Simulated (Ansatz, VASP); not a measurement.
Given: the input of a run of Ansatz 0.2.0 on TiO2.

Contents of input.yaml:

```yaml
crystal:
  lattice:
    - [4.5998373239, 0.0, 0.0]
    - [0.0, 4.5998373239, 0.0]
    - [0.0, 0.0, 2.95921356]
  atoms:
    - { symbol: Ti, position: [0.0, 0.0, 0.5] }
    - { symbol: Ti, position: [0.5, 0.5, 0.0] }
    - { symbol: O, position: [0.30432132, 0.30432132, 0.5] }
    - { symbol: O, position: [0.19567868, 0.80432132, 0.0] }
    - { symbol: O, position: [0.80432132, 0.19567868, 0.0] }
    - { symbol: O, position: [0.69567868, 0.69567868, 0.5] }
hamiltonian:
  xc: pbe
  pseudopotentials: { kind: paw }
kpoints:
  mp_grid: { grid: [6, 6, 9] }
scf:
  occupations: { method: gaussian, width: 0.012 }
output:
  forces: true
  stress: true
  eigenvalues: true
```

Potentials or basis: Ansatz PAW.

Launch:

```console
$ ansatz run input.yaml --threads 2 --pin off --max-ram 5632MiB --backend cpu --events-out ev --progress --plain --runs-dir out
```

Q: Set up the same calculation for VASP 6.6.1. Potentials there: VASP PAW PBE potentials, release 64 (Ti_sv, O).

A: As run (the cutoff follows the program's own potentials):

The input INCAR:

```
SYSTEM = TiO2
PREC = Accurate ; ENCUT = 520
EDIFF = 1E-7 ; ISMEAR = 0
SIGMA = 0.012 ; LREAL = .FALSE.
LASPH = .TRUE. ; NELM = 80
ALGO = Normal ; ISIF = 2
LWAVE = .FALSE. ; LCHARG = .FALSE.
GGA = PE ; NBANDS = 33
```

The input KPOINTS:

```
regular mesh
0
G
  6 6 9
  0 0 0
```

POSCAR

```
TiO2
1.0
    4.5998373239      0.0000000000      0.0000000000
    0.0000000000      4.5998373239      0.0000000000
    0.0000000000      0.0000000000      2.9592135600
Ti O
2 4
Direct
    0.0000000000      0.0000000000      0.5000000000
    0.5000000000      0.5000000000      0.0000000000
    0.3043213200      0.3043213200      0.5000000000
    0.1956786800      0.8043213200      0.0000000000
    0.8043213200      0.1956786800      0.0000000000
    0.6956786800      0.6956786800      0.5000000000
```

Potentials or basis: VASP PAW PBE potentials, release 64 (Ti_sv, O).

The run is started by

```bash
$ cat potpaw_PBE.64/Ti_sv/POTCAR potpaw_PBE.64/O/POTCAR > POTCAR
$ mpirun -np 1 vasp_std > vasp.out
```

Both were run:

|  | VASP | Ansatz | Ansatz less VASP |
| --- | --- | --- | --- |
| gap on the k mesh at the Fermi level (eV) | 1.84 | 1.87 | +0.026 |
| least direct gap on the mesh (eV) | 1.84 | 1.87 | +0.026 |
| pressure (GPa) | 4.9 | 4.2 | -0.69 |
| largest component of the traceless stress (GPa) | 0.35 | 0.55 | +0.201 |
| rms of the force components (eV/Å) | 0.010 | 0.002 | -0.0079 |

Atom by atom the forces differ by 0.012 eV/Å (rms over components). With one functional, cell and mesh, what is left measures potentials, basis and numerics.

Caveats: an odd mesh through Γ misses points on the zone boundary, where band edges often lie (VASP); odd divisions of the mesh miss points on the zone boundary, where band edges often lie, so the gap on the mesh can be too wide (Ansatz); the pressure holds a Pulay correction of +0.7 GPa for the finite cutoff (Ansatz).
